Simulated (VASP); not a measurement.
# BN in VASP: settings compared, part 2 of 2

VASP 6.6.1. The steps go on from the part before.

**3. Phonons, LDA**

This run uses another cell than the first one, of 28.60 Å³/atom, 0.986 times its volume.

File POSCAR:

```
BN
1.0
    2.4894356096      0.0000000000      0.0000000000
   -1.2447178048      2.1559144742      0.0000000000
    0.0000000000      0.0000000000     21.3178500000
  B               N
     2     2
Direct
     0.6666666699999979    0.3333333300000021    0.4238605820084769
     0.3333333300000021    0.6666666699999979    0.5761394179915231
     0.3333333300000021    0.6666666699999979    0.4237558833616653
     0.6666666699999979    0.3333333300000021    0.5762441166383347
```

File INCAR.step1:

```
SYSTEM = BN
  PREC = Accurate
  ENCUT = 600
  EDIFF = 1E-8
  ISMEAR = 0
  SIGMA = 0.03
  LREAL = .False.
  LASPH = .True.
  NELM = 80
  ALGO = Normal
  ISIF = 2
  LWAVE = .False.
  LCHARG = .False.
  LATTICE_CONSTRAINTS = .TRUE. .TRUE. .FALSE.
  KPAR = 2
  IBRION = 2
  NSW = 40
  EDIFFG = -0.002
```

File INCAR.step2:

```
SYSTEM = BN
  PREC = Accurate
  ENCUT = 600
  EDIFF = 1E-8
  ISMEAR = 0
  SIGMA = 0.03
  LREAL = .False.
  LASPH = .True.
  NELM = 80
  ALGO = Normal
  ISIF = 2
  LWAVE = .False.
  LCHARG = .False.
  LATTICE_CONSTRAINTS = .TRUE. .TRUE. .FALSE.
  KPAR = 2
  IBRION = 6
  NFREE = 2
  POTIM = 0.015
  NSW = 1
```

File KPOINTS:

```
regular mesh
0
Gamma
  15 15 1
  0 0 0
```

Potentials or basis: VASP PAW LDA potentials, release 64 (B, N).

Command:

```console
> cat potpaw_LDA.64/B/POTCAR potpaw_LDA.64/N/POTCAR > POTCAR
> cp INCAR.step1 INCAR
> mpirun -np 2 vasp_std > vasp.out
> cp CONTCAR POSCAR
> cp INCAR.step2 INCAR
> mpirun -np 2 vasp_std > vasp.out
```

OUTCAR:

```text
SYSTEM = BN
   PREC = Accurate
   ENCUT = 600
   EDIFF = 1E-8
   ISMEAR = 0
   LREAL = .False.
   LASPH = .True.
   NELM = 80
   ISIF = 2
   IBRION = 6
   NFREE = 2
   POTIM = 0.015
   NSW = 1

 ion  position               nearest neighbor table
   1  0.667  0.333  0.424-   3 1.44   3 1.44   3 1.44
   2  0.333  0.667  0.576-   4 1.44   4 1.44   4 1.44
[... 921 lines left out ...]

 INTERNAL STRAIN TENSOR FOR ION    4 for displacements in x,y,z  (eV/Angst):
          X           Y           Z          XY          YZ          ZX
  --------------------------------------------------------------------------------
  x     0.00000     0.00000     0.00000    13.61024     0.00000    -0.24305
  y    13.61024   -13.61024     0.00000     0.00000    -0.24305     0.00000
  z     0.01416     0.01416    -0.67498     0.00000     0.00000     0.00000

 Eigenvectors and eigenvalues of the dynamical matrix
 ----------------------------------------------------

   1 f  =   41.435482 THz   260.346814 2PiTHz 1382.138917 cm-1   171.363308 meV
             X         Y         Z           dx          dy          dz
      1.244718  0.718638  9.035935    -0.531193   -0.000000    0.000000
     -0.000000  1.437276 12.281915    -0.531193   -0.000000    0.000000
     -0.000000  1.437276  9.033445     0.466727    0.000000    0.000000
      1.244718  0.718638 12.284405     0.466727    0.000000    0.000000
[... 71 lines left out ...]
  12 f/i=    0.001988 THz     0.012489 2PiTHz    0.066303 cm-1     0.008220 meV
             X         Y         Z           dx          dy          dz
      1.244718  0.718638  9.035935    -0.039620   -0.465043   -0.000000
     -0.000000  1.437276 12.281915    -0.039620   -0.465043   -0.000000
     -0.000000  1.437276  9.033445    -0.045093   -0.529275   -0.000000
      1.244718  0.718638 12.284405    -0.045093   -0.529275   -0.000000

 ELASTIC MODULI CONTR FROM IONIC RELAXATION (kBar)
 Direction    XX          YY          ZZ          XY          YZ          ZX
 --------------------------------------------------------------------------------
 XX        -122.1939    121.6206     -3.4642     -0.0000      5.0231      0.0000
 YY         121.6206   -122.1939     -3.4642      0.0000     -5.0231     -0.0000
 ZZ          -3.4642     -3.4642    -43.1899     -0.0000     -0.0000      0.0000
 XY          -0.0000      0.0000     -0.0000   -121.9072      0.0000      5.0231
 YZ           5.0231     -5.0231     -0.0000      0.0000     -8.3680     -0.0000
 ZX           0.0000     -0.0000      0.0000      5.0231     -0.0000     -8.3680
 --------------------------------------------------------------------------------
```

OUTCAR.step1:

```text
SYSTEM = BN
   PREC = Accurate
   ENCUT = 600
   EDIFF = 1E-8
   ISMEAR = 0
   LREAL = .False.
   LASPH = .True.
[... 644 lines left out ...]
     -0.00000      1.43728      9.03344         0.000000     -0.000000      0.001387
      1.24472      0.71864     12.28441        -0.000000      0.000000     -0.001387
 -----------------------------------------------------------------------------------
    total drift:                                0.000000     -0.000000     -0.000000

  FREE ENERGIE OF THE ION-ELECTRON SYSTEM (eV)
  ---------------------------------------------------
  free  energy   TOTEN  =       -38.5313812172 eV

  energy  without entropy=      -38.5313812172  energy(sigma->0) =      -38.53138122

 reached required accuracy - stopping structural energy minimisation
```

It took 5.9 min on 2 MPI ranks of Intel Xeon 6975P-C (Granite Rapids), shared host; peak memory 0.43 GiB.

What came out:

| Property | Result |
| --- | --- |
| Highest phonon frequency at Γ, LO-TO splitting left out | 1382 cm⁻¹ |

Phonon frequencies in cm⁻¹ (negative: imaginary):
| q point | frequencies |
| --- | --- |
| (0.000, 0.000, 0.000) | 0 0 0 34 34 80 813 816 1382 1382 1382 1382 |

**4. Phonons, PBE+D3(BJ)**

File POSCAR:

```
BN
1.0
    2.5076171830     -0.0000000000      0.0000000000
   -1.2538085915      2.1716601787      0.0000000000
    0.0000000000      0.0000000000     21.3178500000
  B               N
     2     2
Direct
     0.6666666699999979    0.3333333300000021    0.4214579342668069
     0.3333333300000021    0.6666666699999979    0.5785420657331930
     0.3333333300000021    0.6666666699999979    0.4213959977103853
     0.6666666699999979    0.3333333300000021    0.5786040022896148
```

File INCAR.step1:

```
PREC     = Accurate       # precision mode
ENCUT    = 600            # plane-wave cutoff, eV
EDIFF    = 1E-8           # SCF threshold, eV
ISMEAR   = 0              # smearing method
SIGMA    = 0.03           # smearing width, eV
LREAL    = False          # projectors in reciprocal space
LASPH    = True           # aspherical terms in the spheres
NELM     = 80             # most SCF steps
ALGO     = Fast           # electronic algorithm
ISIF     = 2              # what is computed and relaxed
LWAVE    = False          # write WAVECAR
LCHARG   = False          # write CHGCAR
GGA      = PE             # functional
IVDW     = 12             # dispersion correction
LATTICE_CONSTRAINTS= .TRUE. .TRUE. .FALSE.
KPAR     = 2            
IBRION   = 2              # ionic algorithm
NSW      = 40             # ionic steps
EDIFFG   = -0.002         # ionic threshold
```

File INCAR.step2:

```
PREC     = Accurate       # precision mode
ENCUT    = 600            # plane-wave cutoff, eV
EDIFF    = 1E-8           # SCF threshold, eV
ISMEAR   = 0              # smearing method
SIGMA    = 0.03           # smearing width, eV
LREAL    = False          # projectors in reciprocal space
LASPH    = True           # aspherical terms in the spheres
NELM     = 80             # most SCF steps
ALGO     = Fast           # electronic algorithm
ISIF     = 2              # what is computed and relaxed
LWAVE    = False          # write WAVECAR
LCHARG   = False          # write CHGCAR
GGA      = PE             # functional
IVDW     = 12             # dispersion correction
LATTICE_CONSTRAINTS= .TRUE. .TRUE. .FALSE.
KPAR     = 2            
IBRION   = 6              # ionic algorithm
NFREE    = 2            
POTIM    = 0.015          # step
NSW      = 1              # ionic steps
```

File KPOINTS:

```
Automatic mesh
0
Gamma
  15 15 1
```

Potentials or basis: VASP PAW PBE potentials, release 64 (B, N).

Command:

```console
> cat potpaw_PBE.64/B/POTCAR potpaw_PBE.64/N/POTCAR > POTCAR
> cp INCAR.step1 INCAR
> mpirun -np 2 vasp_std > vasp.out
> cp CONTCAR POSCAR
> cp INCAR.step2 INCAR
> mpirun -np 2 vasp_std > vasp.out
```

OUTCAR:

```text
PREC = Accurate
   ENCUT = 600
   EDIFF = 1E-8
   ISMEAR = 0
   LREAL = False
   LASPH = True
   NELM = 80
   ISIF = 2
   GGA = PE
   IVDW = 12
   IBRION = 6
   NFREE = 2
   POTIM = 0.015
   NSW = 1
 IVDW          = 12

 ion  position               nearest neighbor table
   1  0.667  0.333  0.421-   3 1.45   3 1.45   3 1.45
   2  0.333  0.667  0.579-   4 1.45   4 1.45   4 1.45
[... 957 lines left out ...]
  z     0.01456     0.01456     0.27076     0.00000     0.00000    -0.00000

 INTERNAL STRAIN TENSOR FOR ION    4 for displacements in x,y,z  (eV/Angst):
          X           Y           Z          XY          YZ          ZX
  --------------------------------------------------------------------------------
  x     0.00000     0.00000     0.00000    12.30124     0.00000    -0.17485
  y    12.30124   -12.30124     0.00000     0.00000    -0.17485     0.00000
  z     0.07463     0.07463    -0.64548     0.00000     0.00000     0.00000

 Eigenvectors and eigenvalues of the dynamical matrix
 ----------------------------------------------------

   1 f  =   40.490344 THz   254.408332 2PiTHz 1350.612484 cm-1   167.454531 meV
             X         Y         Z           dx          dy          dz
      1.253809  0.723887  8.984663    -0.531172   -0.000000    0.000000
     -0.000000  1.447773 12.333187    -0.531172   -0.000000    0.000000
     -0.000000  1.447773  8.983091     0.466751    0.000000   -0.000000
      1.253809  0.723887 12.334759     0.466751    0.000000    0.000000
[... 71 lines left out ...]
  12 f/i=    0.000174 THz     0.001090 2PiTHz    0.005788 cm-1     0.000718 meV
             X         Y         Z           dx          dy          dz
      1.253809  0.723887  8.984663    -0.405152   -0.231750   -0.000000
     -0.000000  1.447773 12.333187    -0.405152   -0.231750   -0.000000
     -0.000000  1.447773  8.983091    -0.461071   -0.263737   -0.000000
      1.253809  0.723887 12.334759    -0.461071   -0.263737   -0.000000

 ELASTIC MODULI CONTR FROM IONIC RELAXATION (kBar)
 Direction    XX          YY          ZZ          XY          YZ          ZX
 --------------------------------------------------------------------------------
 XX        -103.0481    102.6798      2.7766     -0.0000      3.7863      0.0000
 YY         102.6798   -103.0480      2.7766      0.0000     -3.7863     -0.0000
 ZZ           2.7766      2.7766    -42.3284      0.0000      0.0000     -0.0000
 XY          -0.0000      0.0000      0.0000   -102.8639      0.0000      3.7863
 YZ           3.7863     -3.7863      0.0000      0.0000     -6.0952     -0.0000
 ZX           0.0000     -0.0000     -0.0000      3.7863     -0.0000     -6.0952
 --------------------------------------------------------------------------------
```

OSZICAR.step1:

```text
N       E                     dE             d eps       ncg     rms          rms(c)
DAV:   1     0.148015021465E+03    0.14802E+03   -0.70413E+03   648   0.117E+03
DAV:   2    -0.216853838635E+02   -0.16970E+03   -0.15407E+03  1112   0.247E+02
DAV:   3    -0.384469769356E+02   -0.16762E+02   -0.16648E+02   820   0.997E+01
DAV:   4    -0.388750065647E+02   -0.42803E+00   -0.42737E+00   832   0.187E+01
[... 34 lines left out ...]
   2 F= -.35609168E+02 E0= -.35609168E+02  d E =-.844074E-06
       N       E                     dE             d eps       ncg     rms          rms(c)
DAV:   1    -0.351870889442E+02    0.10773E-05   -0.14745E-05   732   0.356E-02    0.445E-04
RMM:   2    -0.351870889369E+02    0.73144E-08   -0.12187E-07   598   0.336E-03    0.315E-04
RMM:   3    -0.351870889374E+02   -0.49386E-09   -0.21719E-08   456   0.138E-03
   3 F= -.35609168E+02 E0= -.35609168E+02  d E =-.909954E-06
```

It took 8.6 min on 2 MPI ranks of Intel Xeon Platinum 8488C (Sapphire Rapids), shared host; peak memory 0.53 GiB.

What came out:

* Highest phonon frequency at Γ, LO-TO splitting left out: 1351 cm⁻¹
* Dispersion energy per atom: -0.105 eV

Phonon frequencies in cm⁻¹ (negative: imaginary):
```
              q point                                 frequencies
(0.000, 0.000, 0.000)  0 0 0 31 31 77 796 799 1351 1351 1351 1351
```
